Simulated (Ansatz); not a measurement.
We consider zinc-blende ZnTe, described by B3LYP (VWN-RPA form) (PAW; Ansatz, a quantum-chemistry and plane-wave program).

Run with plane-wave cutoff 460 eV, 8×8×8 k mesh, Fermi–Dirac smearing 0.01 eV, scalar-relativistic PAW data made under PBE.

Energies at three volumes about the minimum:

```json
[
 {"V (Å³/atom)": "30.062", "E − E_lowest (meV/atom)": "0.60"},
 {"V (Å³/atom)": "30.432", "E − E_lowest (meV/atom)": "0.00"},
 {"V (Å³/atom)": "31.193", "E − E_lowest (meV/atom)": "2.36"}
]
```

Q: Fit a parabola by hand: where is the minimum, what lattice constant follows, and what is the bulk modulus?

A: Slopes: (0.00 − 0.60)/(30.432 − 30.062) = -1.622 and (2.36 − 0.00)/(31.193 − 30.432) = 3.101 meV/Å³. Curvature E″ = 2 × (3.101 − (-1.622))/(31.193 − 30.062) = 8.352 meV/Å⁶. From the middle of the first interval, the slope vanishes at V0 = 30.2470 − (-1.622)/8.352 = 30.441 Å³/atom. B = V0 E″ = 30.441 × 8.352 meV/Å³ × 0.1602 GPa per meV/Å³ = 40.7 GPa. With 8 atoms in the cube, a = (8 × 30.441)^(1/3) = 6.245 Å. The full Birch–Murnaghan fit to all volumes gives V0 = 30.432 Å³/atom and B0 = 41.8 GPa.

Measured, for comparison: bulk modulus 51 ± 3 GPa (room temperature, not corrected to a static lattice; as tabulated in Determination of phase transition pressures of ZnTe under quasihydrostatic …); lattice constant a 6.104 Å (room temperature, not corrected to a static lattice, our sources range from 6.089 to 6.104; as tabulated in Albrecht et al. (1997), arXiv:cond-mat/9706128). Computed (rounded) less measured: bulk modulus -18 %.
